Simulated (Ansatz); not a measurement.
Computed with Ansatz on PBE0-D4/def2-TZVP structures; ΔE is electronic, products minus reactants. CCSD(T)/CBS is the MP2 limit (def2-TZVPP, def2-QZVPP) plus CCSD(T) − MP2 in def2-TZVPP, frozen cores. This one scheme is used for every species. Functionals use def2-TZVPP. HSE06 is defined as in plane-wave codes. For Ga outer-core shells are correlated without core-valence functions, which leaves a few kJ/mol of doubt a bond. Scalar relativity is left out up to krypton. One conformer a species, not always the lowest.

Consider the ligand exchange at a Ga–O bond: `CC(C)(C)[O][Ga]([Cl])[Cl]` + H–F → `[F][Ga]([Cl])[Cl]` + tert-butanol.

```tsv
level	ΔE (kcal/mol)
LDA (SPW92)	-3.3
PBE0-D4	-4.2
r2SCAN0-D4	-5.1
B2PLYP	-6.0
PBE	-7.0
HSE06	-6.8
LC-ωPBE	-7.4
HF/CBS(def2)	-10.6
```

**Question.** What does CCSD(T)/CBS give? (Estimate.)

**Answer.** Ansatz gave: -2.2 kcal/mol. The listed levels differ from it by -1.1, -2.0, -2.9, -3.8, -4.8, -4.6, -5.2, -8.4 kcal/mol.

Largest T1 diagnostic among the species: 0.012.

In def2-TZVPP, CCSD(T) changes the Hartree–Fock value by +7.4 kcal/mol (the triples alone add +1.2 kcal/mol) and MP2 by +8.6 kcal/mol. At CCSD(T), def2-SVP lies −2.7 kcal/mol from the extrapolated value and def2-TZVPP −0.6 kcal/mol. The D4 term adds +4.6 kcal/mol with B3LYP and +2.7 kcal/mol with PBE0; it sums over pairs of atoms, weighted by their polarisabilities, and B3LYP, whose exchange is more repulsive, gets the larger term.

B3LYP here is the variant with VWN-RPA as its local correlation; programs differ in this.

CCSD(T)/CBS has its own doubt, a few kJ/mol and more with outer-core shells, so smaller differences from it don't rank the levels.
